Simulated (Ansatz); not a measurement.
N:

```
N
1.0
     5.56052    0.00000    0.00000
     0.00000    5.56052    0.00000
     0.00000    0.00000    5.56052
N
8
Cartesian
  0.3192 2.4611 3.0994
  2.4611 3.0994 0.3192
  3.0994 0.3192 2.4611
  5.2414 5.2414 5.2414
  5.2414 3.0994 2.4611
  3.0994 2.4611 5.2414
  2.4611 5.2414 3.0994
  0.3192 0.3192 0.3192
```

| Property | Result |
| --- | --- |
| Program | Ansatz 0.2.0 |
| Task | single point |
| Functional | PBE |
| Potentials or basis | Ansatz PAW |
| Cutoff | 420 eV (not typed: the program's choice for these potentials) |
| k mesh | 5 × 5 × 5 |
| Occupations | fermi-dirac, width 0.05 eV |
| Spin | no spin polarisation |

On this cell: pressure 0.0 GPa; largest force 0.602 eV/Å; band gap on the k mesh 7.28 eV, indirect (least direct gap 7.31 eV).

The same run follows on a disturbed copy (atoms moved at random, drawn with an rms of 0.05 Å):

```
CELL_PARAMETERS angstrom
5.56052 0.00000 0.00000
0.00000 5.56052 0.00000
0.00000 0.00000 5.56052
ATOMIC_POSITIONS crystal
N 0.05929 0.44496 0.56018
N 0.45091 0.54992 0.06469
N 0.55959 0.06288 0.43870
N 0.94299 0.94292 0.94970
N 0.95111 0.55939 0.44031
N 0.55942 0.44530 0.95023
N 0.43875 0.94503 0.55383
N 0.05676 0.06380 0.05351
```

**Question.** What changes?

**Answer.** The energy moves by +34.6 meV/atom; pressure 2.6 GPa; largest force 8.246 eV/Å; band gap on the k mesh 7.20 eV, indirect (least direct gap 7.22 eV).

Forces in eV/Å, atoms in the order of the input:
```
N    0.059 -0.062  0.072
N   -4.728  4.567  4.973
N   -2.575 -2.519  2.464
N   -1.082 -1.152 -0.994
N   -0.067  0.065 -0.061
N    4.723 -4.553 -4.996
N    2.584  2.510 -2.444
N    1.086  1.143  0.985
```

Stress tensor (GPa, compression positive):
```
 2.48 -3.48 -0.66
-3.48  2.47  4.77
-0.66  4.77  2.83
```

Caveats: odd divisions of the mesh miss points on the zone boundary, where band edges often lie, so the gap on the mesh can be too wide.

A k mesh can miss the band edges.
